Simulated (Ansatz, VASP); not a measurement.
Os: VASP beside Ansatz

Contents of INCAR:

```
SYSTEM = Os
PREC = Accurate ; ENCUT = 520
EDIFF = 1E-6 ; ISMEAR = -1
SIGMA = 0.1 ; LREAL = .FALSE.
LASPH = .TRUE. ; NELM = 80
ALGO = Normal ; ISIF = 2
LWAVE = .FALSE. ; LCHARG = .FALSE.
GGA = CA ; NBANDS = 10
```

Contents of KPOINTS:

```
regular mesh
0
G
  14 14 14
  0 0 0
```

POSCAR

```
Os
1.0
    2.5824848082      0.0000000000      0.0000000000
    0.0000000000      2.5824848082      0.0000000000
    0.0000000000      0.0000000000      2.5824848082
Os
1
Direct
    0.0000000000      0.0000000000      0.0000000000
```

Input for Ansatz:

```yaml
crystal:
  lattice:
    - [2.5824848082, 0.0, 0.0]
    - [0.0, 2.5824848082, 0.0]
    - [0.0, 0.0, 2.5824848082]
  atoms:
    - { symbol: Os, position: [0.0, 0.0, 0.0] }
hamiltonian:
  xc: lda
  pseudopotentials:
    kind: paw
    azcp:
      Os: "pseudopotentials/Os.paw.azcp"
basis:
  ecutwfc: 420
  fft_grid_basis: typed
kpoints:
  mp_grid: { grid: [14, 14, 14], shift: [0, 0, 0] }
magnetization:
  spin_polarized: false
scf:
  occupations: { method: fermi_dirac, width: 0.1 }
  lower_state_search: "off"
output:
  stress: true
  write_density: true
  write_potential: true
  elf: true
  volumetric_format: npy
```

Alike in both runs: task single point; functional LDA; k mesh 14 × 14 × 14; occupations fermi-dirac, width 0.1 eV; no spin polarisation.

|  | VASP | Ansatz |
| --- | --- | --- |
| version | VASP 6.6.1 | Ansatz 0.2.0 |
| potentials or method | VASP PAW LDA potentials, release 64 (Os) | plane waves (420 eV) with PAW, scalar-relativistic |
| plane-wave cutoff (eV) | 520 | 420 |
| valence electrons in the cell | 8 | 16 |

```tsv
	VASP	Ansatz	Ansatz less VASP
pressure (GPa)	-19.7	-19.5	+0.18
```

The two sets of potentials don't hold the same shells in valence. Ansatz warned: «pseudo_functional_mismatch».

Caveats: so large a pressure means that the cell lies far from this level's equilibrium, or that cutoff or potentials fall short (VASP). The runs have no spin-orbit coupling, so splittings on Os are missing.
